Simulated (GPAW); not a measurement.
# Sb (R-3m) in GPAW: relaxation of cell and atoms with BP86

Aim: the relaxation of cell and atoms of Sb with BP86.

Program: GPAW 26.7.0. These are calculated values, not measurements. Logs are shortened: lines on timing, memory, paths and dates and some standing lists are left out, and cuts for length are marked. The log counts tension as positive stress, the text compression.

## 1. Starting point

The structure is trigonal, space group R-3m (No. 166). The conventional cell has a = 4.308 Å, b = 4.308 Å, c = 11.274 Å, α = 90.00°, β = 90.00°, γ = 120.00°. Around Sb (site symmetry 3m) lie 3 Sb at 2.91 Å.

## 2. Relaxation of cell and atoms, BP86

Input file run.py:

```python
from ase.filters import FrechetCellFilter
from ase.io import write
from ase.optimize import BFGS
from ase.spacegroup import crystal
from gpaw import GPAW, PW, setup_paths

setup_paths.insert(0, '.')

# Sb 6c
atoms = crystal(['Sb'],
                basis=[[0.0, 0.0, 0.76651]],
                spacegroup=166, setting=1,  # R-3m
                cellpar=[4.3084, 4.3084, 11.274, 90.0, 90.0, 120.0],
                primitive_cell=True)

calc = GPAW(mode=PW(600),
            xc='GGA_X_B88+GGA_C_P86',
            kpts={'size': (5, 5, 5), 'gamma': True},
            occupations={'name': 'fermi-dirac', 'width': 0.05},
            nbands=25,
            convergence={'density': 1e-06, 'energy': 1e-06, 'eigenstates': 1e-10},
            maxiter=150,
            txt='gpaw.txt')
atoms.calc = calc
opt = BFGS(FrechetCellFilter(atoms), trajectory='relax.traj', logfile='-')
done = opt.run(fmax=0.02, steps=60)
calc.write('gs.gpw')
write('result.traj', atoms)
print('Converged:', done)
print('Cell:', atoms.cell.cellpar().round(4))
print('Volume:', round(atoms.get_volume(), 4))
print(atoms.get_scaled_positions().round(5))
```

Potentials or basis: PAW data sets generated in the run's folder for this functional, pw.

Launch:

```sh
$ gpaw-setup -f GGA_X_B88+GGA_C_P86 Sb
$ OMP_NUM_THREADS=1 python run.py
```

gpaw.txt:

```text
__  _  _
 | _ |_)|_||  |
 |__||  | ||/\| - 26.7.0

Input parameters:
  mode=PW(ecut=600.0),
  convergence={'density': 1e-06, 'energy': 1e-06, 'eigenstates': 1e-10},
  kpts=MonkhorstPack(size=(5, 5, 5), gamma=True),
  maxiter=150,
  nbands=25,
  occupations=Occupations(name='fermi-dirac', width=0.05),
  xc=XC(name='GGA_X_B88+GGA_C_P86')

Diagonalizing LCAO Hamiltonian
Converting LCAO to pw mode

       Sb

       Sb

Atoms  # Å, Bohr magnetons
|   | symbol |        x |        y |        z |    initial magnetic moments |
|---|--------|----------|----------|----------|-----------------------------|
| 0 |     Sb | 0.000000 | 0.000000 | 8.641634 | ( 0.0000,  0.0000,  0.0000) |
| 1 |     Sb | 0.000000 | 0.000000 | 2.632366 | ( 0.0000,  0.0000,  0.0000) |

Unit cell  # Å
| periodic |         x |         y |        z |  lengths |    angles |
|----------|-----------|-----------|----------|----------|-----------|
|      yes |  2.154200 |  1.243728 | 3.758000 | 4.506662 | 57.110173 |
|      yes | -2.154200 |  1.243728 | 3.758000 | 4.506662 | 57.110173 |
|      yes | -0.000000 | -2.487456 | 3.758000 | 4.506662 | 57.110173 |

Number of symmetries: 12
Symmetry operations  # r_c * U_cc + t_c -> r_c
|    | kind |            matrix            |
|----|------|------------------------------|
|  0 |  E   |  1, 0, 0,  0, 1, 0,  0, 0, 1 |
|  1 |  σ   |  1, 0, 0,  0, 0, 1,  0, 1, 0 |
|  2 |  σ   |  0, 1, 0,  1, 0, 0,  0, 0, 1 |
|  3 |  C3  |  0, 1, 0,  0, 0, 1,  1, 0, 0 |
|  4 |  C3  |  0, 0, 1,  1, 0, 0,  0, 1, 0 |
|  5 |  σ   |  0, 0, 1,  0, 1, 0,  1, 0, 0 |
|  6 |  C2  |  0, 0,-1,  0,-1, 0, -1, 0, 0 |
|  7 |  S6  |  0, 0,-1, -1, 0, 0,  0,-1, 0 |
[... 331 lines left out ...]
SCF iterations
|iter     | |      energy | eigst |  dens |
|---------|-|-------------|-------|-------|
|iter:   1| |   -8.536139 | -1.47 |       |
|iter:   2| |   -8.535292 | -3.29 | -2.36 |
|iter:   3| |   -8.530012 | -3.65 | -2.40 |
|iter:   4| |   -8.529855 | -4.59 | -3.05 |
|iter:   5| |   -8.529871 | -5.31 | -3.54 |
|iter:   6| |   -8.529872c| -7.03 | -4.45 |
|iter:   7| |   -8.529872c| -8.34 | -4.90 |
|iter:   8| |   -8.529872c| -9.24 | -5.57 |
|iter:   9| |   -8.529872c|-10.26c| -5.82 |
|iter:  10| |   -8.529872c|-11.09c| -6.88c|

Converged in 10 steps
Energy contributions relative to reference atoms: (reference = -352626.011270)

Energy contributions:
  Kinetic:           1.810055
  Coulomb:          -3.236194
  Zero:              0.420898
  External:          0.000000
  Xc:               -7.524002
  Entropy:          -0.001256
  Spinorbit:         0.000000
  ----------------------------
  Free energy:      -8.530500
  Extrapolated:     -8.529872
[... 691 lines left out ...]
Stress tensor  # eV/Ang^3
|         x |         y |         z |
|-----------|-----------|-----------|
|  0.002574 | -0.000000 |  0.000000 |
| -0.000000 |  0.002574 | -0.000000 |
| -0.000000 | -0.000000 |  0.000370 |

Forces  # eV/Ang
|       x |        y |        z |
|---------|----------|----------|
| 0.00000 | -0.00000 |  0.09658 |  # Sb   0
| 0.00000 |  0.00000 | -0.09658 |  # Sb   1

Interpolating wave functions to new cell

       Sb

       Sb

Atoms  # Å, Bohr magnetons
|   | symbol |         x |        y |        z |    initial magnetic moments |
|---|--------|-----------|----------|----------|-----------------------------|
| 0 |     Sb |  0.000000 | 0.000000 | 8.818430 | ( 0.0000,  0.0000,  0.0000) |
| 1 |     Sb | -0.000000 | 0.000000 | 2.648056 | ( 0.0000,  0.0000,  0.0000) |
[... 350 lines left out ...]
SCF iterations
|iter     | |      energy | eigst |  dens |
|---------|-|-------------|-------|-------|
|iter:   1| |   -8.556016 | -1.65 |       |
|iter:   2| |   -8.555926 | -3.93 | -2.64 |
|iter:   3| |   -8.554863 | -4.01 | -2.68 |
|iter:   4| |   -8.554833 | -4.91 | -3.42 |
|iter:   5| |   -8.554836c| -6.31 | -3.97 |
|iter:   6| |   -8.554836c| -7.55 | -4.66 |
|iter:   7| |   -8.554836c| -8.71 | -5.22 |
|iter:   8| |   -8.554836c| -9.78 | -6.04c|
|iter:   9| |   -8.554836c|-10.47c| -6.61c|

Converged in 9 steps
Energy contributions relative to reference atoms: (reference = -352626.011270)

Energy contributions:
  Kinetic:          -1.336399
  Coulomb:          -0.828134
  Zero:              0.422741
  External:          0.000000
  Xc:               -6.812473
  Entropy:          -0.001143
  Spinorbit:         0.000000
  ----------------------------
  Free energy:      -8.555408
  Extrapolated:     -8.554836
[... 35 lines left out ...]
Stress tensor  # eV/Ang^3
|         x |         y |         z |
|-----------|-----------|-----------|
|  0.000815 | -0.000000 | -0.000000 |
|  0.000000 |  0.000815 | -0.000000 |
| -0.000000 | -0.000000 | -0.001643 |

Forces  # eV/Ang
|       x |        y |        z |
|---------|----------|----------|
| 0.00000 |  0.00000 | -0.00262 |  # Sb   0
| 0.00000 | -0.00000 |  0.00262 |  # Sb   1

Interpolating wave functions to new cell

       Sb

       Sb

Atoms  # Å, Bohr magnetons
|   | symbol |         x |        y |        z |    initial magnetic moments |
|---|--------|-----------|----------|----------|-----------------------------|
| 0 |     Sb |  0.000000 | 0.000000 | 8.823914 | ( 0.0000,  0.0000,  0.0000) |
| 1 |     Sb | -0.000000 | 0.000000 | 2.646387 | ( 0.0000,  0.0000,  0.0000) |
[... 193 lines left out ...]
Stress tensor  # eV/Ang^3
|         x |         y |         z |
|-----------|-----------|-----------|
|  0.000297 |  0.000000 |  0.000000 |
| -0.000000 |  0.000297 |  0.000000 |
|  0.000000 | -0.000000 | -0.001838 |

Forces  # eV/Ang
|       x |        y |        z |
|---------|----------|----------|
| 0.00000 | -0.00000 | -0.00842 |  # Sb   0
| 0.00000 |  0.00000 |  0.00842 |  # Sb   1

Interpolating wave functions to new cell

       Sb

       Sb

Atoms  # Å, Bohr magnetons
|   | symbol |         x |        y |        z |    initial magnetic moments |
|---|--------|-----------|----------|----------|-----------------------------|
| 0 |     Sb |  0.000000 | 0.000000 | 8.837103 | ( 0.0000,  0.0000,  0.0000) |
| 1 |     Sb | -0.000000 | 0.000000 | 2.649909 | ( 0.0000,  0.0000,  0.0000) |
[... 425 lines left out ...]
       Sb

       Sb

Atoms  # Å, Bohr magnetons
|   | symbol |        x |        y |        z |    initial magnetic moments |
|---|--------|----------|----------|----------|-----------------------------|
| 0 |     Sb | 0.000000 | 0.000000 | 8.891932 | ( 0.0000,  0.0000,  0.0000) |
| 1 |     Sb | 0.000000 | 0.000000 | 2.664065 | ( 0.0000,  0.0000,  0.0000) |

Unit cell  # Å
| periodic |         x |         y |        z |  lengths |    angles |
|----------|-----------|-----------|----------|----------|-----------|
|      yes |  2.199406 |  1.269827 | 3.851999 | 4.613864 | 56.939526 |
|      yes | -2.199406 |  1.269827 | 3.851999 | 4.613864 | 56.939526 |
|      yes | -0.000000 | -2.539655 | 3.851999 | 4.613864 | 56.939526 |

Number of symmetries: 12
Symmetry operations  # r_c * U_cc + t_c -> r_c
|    | kind |            matrix            |
|----|------|------------------------------|
|  0 |  E   |  1, 0, 0,  0, 1, 0,  0, 0, 1 |
|  1 |  σ   |  1, 0, 0,  0, 0, 1,  0, 1, 0 |
|  2 |  σ   |  0, 1, 0,  1, 0, 0,  0, 0, 1 |
|  3 |  C3  |  0, 1, 0,  0, 0, 1,  1, 0, 0 |
|  4 |  C3  |  0, 0, 1,  1, 0, 0,  0, 1, 0 |
|  5 |  σ   |  0, 0, 1,  0, 1, 0,  1, 0, 0 |
|  6 |  C2  |  0, 0,-1,  0,-1, 0, -1, 0, 0 |
|  7 |  S6  |  0, 0,-1, -1, 0, 0,  0,-1, 0 |
[... 112 lines left out ...]
SCF iterations
|iter     | |      energy | eigst |  dens |
|---------|-|-------------|-------|-------|
|iter:   1| |   -8.556164 | -1.79 |       |
|iter:   2| |   -8.556090 | -3.99 | -2.68 |
|iter:   3| |   -8.555253 | -4.15 | -2.72 |
|iter:   4| |   -8.555247 | -5.24 | -3.51 |
|iter:   5| |   -8.555249c| -5.91 | -3.96 |
|iter:   6| |   -8.555249c| -7.93 | -4.92 |
|iter:   7| |   -8.555249c| -8.72 | -5.41 |
|iter:   8| |   -8.555249c| -9.95 | -6.03c|
|iter:   9| |   -8.555249c|-10.49c| -6.64c|

Converged in 9 steps
Energy contributions relative to reference atoms: (reference = -352626.011270)

Energy contributions:
  Kinetic:          -1.199042
  Coulomb:          -0.948436
  Zero:              0.422921
  External:          0.000000
  Xc:               -6.829960
  Entropy:          -0.001464
  Spinorbit:         0.000000
  ----------------------------
  Free energy:      -8.555981
  Extrapolated:     -8.555249
[... 42 lines left out ...]
Forces  # eV/Ang
|        x |        y |        z |
|----------|----------|----------|
| -0.00000 | -0.00000 | -0.00529 |  # Sb   0
|  0.00000 | -0.00000 |  0.00529 |  # Sb   1

# Writing to gs.gpw (mode='')
```

It took 4.2 min on 1 thread of Arm Neoverse V1, shared host; peak memory 0.26 GiB.

Results:

* Free energy: -8.5560 eV
* Relaxed volume: 32.27 Å³/atom
* Relaxed cell: a = 4.614 Å, b = 4.614 Å, c = 4.614 Å, α = 56.94°, β = 56.94°, γ = 56.94°
* Space group after relaxing (to 0.05 Å): R-3m (No. 166)
* Energy gained by relaxing: 18.7 meV/atom
* Ionic steps: 11
* Pressure after relaxing: 0.1 GPa
* Largest force after relaxing: 0.005 eV/Å
* Band gap on the k mesh: 0.34 eV, indirect (least direct gap 0.52 eV)

Forces in eV/Å, atoms in the order of the input:
```
Sb   0.000  0.000 -0.005
Sb   0.000  0.000  0.005
```

The path:
| step | energy change (eV) | largest force (eV/Å) | pressure (GPa) | volume (Å³) |
| --- | --- | --- | --- | --- |
| 1 | 0.0000 | 0.0175 | 2.95 | 60.41 |
| 2 | -0.0121 | 0.0697 | 2.21 | 61.13 |
| 3 | -0.0314 | 0.1967 | 0.10 | 63.58 |
| 4 | -0.0328 | 0.1844 | -0.09 | 63.91 |
| 5 | -0.0360 | 0.0966 | -0.29 | 64.57 |
| 6 | -0.0369 | 0.0287 | -0.16 | 64.61 |
| 7 | -0.0371 | 0.0026 | 0.00 | 64.48 |
| 8 | -0.0371 | 0.0084 | 0.07 | 64.41 |
| 9 | -0.0373 | 0.0123 | 0.14 | 64.35 |
| 10 | -0.0374 | 0.0113 | 0.15 | 64.40 |
| 11 | -0.0375 | 0.0053 | 0.09 | 64.55 |

Final structure:
```yaml
crystal:
  lattice:
    - [2.19941, 1.26983, 3.85200]
    - [-2.19941, 1.26983, 3.85200]
    - [0.00000, -2.53965, 3.85200]
  atoms:
    - { symbol: Sb, position: [0.76946, 0.76946, 0.76946] }
    - { symbol: Sb, position: [0.23054, 0.23054, 0.23054] }
```

Caveat: later steps reuse the first step's grids; spin-orbit coupling is left out, which moves the levels of the heavy elements; an odd mesh through Γ misses points on the zone boundary, where band edges often lie.
